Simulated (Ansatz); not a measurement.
LiF: phonon heat capacity and phonon entropy against temperature

All results are calculated (Ansatz 0.2.0). Harmonic vibrational free energy, entropy and heat capacity at constant volume, per atom, from the force constants of a q mesh, imaginary modes left out; plane waves with PAW datasets, Gamma-centred k mesh.

Structure of every row (space group Fm-3m, No. 225):
```
CELL_PARAMETERS angstrom
0.00000 2.03390 2.03390
2.03390 0.00000 2.03390
2.03390 2.03390 0.00000
ATOMIC_POSITIONS crystal
Li 0.00000 0.00000 0.00000
F 0.50000 0.50000 0.50000
```

Settings of every row: functional PBE; dispersion none; spin none; wave cutoff 420 eV; k mesh 12x12x12; occupations fixed; smearing width 0 eV; pressure 0 GPa; phonon method linear response; q mesh 4x4x4.

| row | temperature (K) | phonon heat capacity (kB/atom) | phonon entropy (kB/atom) | phonon free energy (meV/atom) |
| --- | --- | --- | --- | --- |
| 1 | 200 | 2.04 | 1.398 | 48.4 |
| 2 | 300 | 2.492 | 2.323 | 32.2 |
| 3 | 400 | 2.693 | 3.071 | 8.8 |
| 4 | 500 | 2.797 | 3.685 | -20.4 |
| 5 | 600 | ? | ? | ? |
| 6 | 700 | 2.893 | 4.644 | -92.6 |
| 7 | 800 | 2.917 | 5.032 | -134.3 |
| 8 | 900 | 2.934 | 5.376 | -179.1 |
| 9 | 1000 | 2.947 | 5.686 | -226.8 |

Question: what phonon heat capacity and phonon entropy should row 5 give?

Worked fit of phonon heat capacity. At high temperature a harmonic heat capacity falls short of its limit by a term in 1/T², so take t = (100 K / T)². The shown rows have t = 0.25, 0.11111, 0.0625, 0.04, 0.02041, 0.01562, 0.01235, 0.01. Least squares give phonon heat capacity = 2.9962 − 5.1475 × t + 5.295 × t² kB/atom; a straight line predicts inner rows, each left out in turn, worse (root mean square 0.031 against 0.0031 kB/atom). The rows lie off it by 0.000, 0.002, -0.002, -0.002, 0.000, 0.000, 0.001, 0.002. The constant, 2.9962 kB/atom, is to be held against the harmonic limit of 3 k_B an atom. The withheld row has t = 0.02778, so the fit gives 2.9962 − 5.1475 × (0.02778) + 5.295 × (0.02778)² = 2.857 kB/atom.

The calculation gave 2.856 kB/atom. The fit lies 0.001 kB/atom (0.11 % of the column's range) above it, one unit of the last digit.

Worked fit of phonon entropy. Entropy rises as the heat capacity times the change of ln T, so take t = ln(T / 300 K). The shown rows have t = -0.4055, 0, 0.2877, 0.5108, 0.8473, 0.9808, 1.0986, 1.204. Least squares give phonon entropy = 2.3452 + 2.47223 × t + 0.26209 × t² kB/atom; a straight line predicts inner rows, each left out in turn, worse (root mean square 0.063 against 0.017 kB/atom). The rows lie off it by 0.012, -0.022, -0.007, 0.009, 0.016, 0.010, -0.002, -0.016 (root mean square 0.013 kB/atom), a smooth pattern that one more power would take up: the form is only approximate. The slope at t = 0, 2.47 kB/atom, estimates the heat capacity at 300 K. The withheld row has t = 0.6931, so the fit gives 2.3452 + 2.47223 × (0.6931) + 0.26209 × (0.6931)² = 4.185 kB/atom.

The calculation gave 4.2 kB/atom. The fit lies 0.015 kB/atom (0.35 % of the column's range) below it; its largest miss of a shown row is 0.022 kB/atom.

The other values of row 5: phonon free energy -54.4 meV/atom.
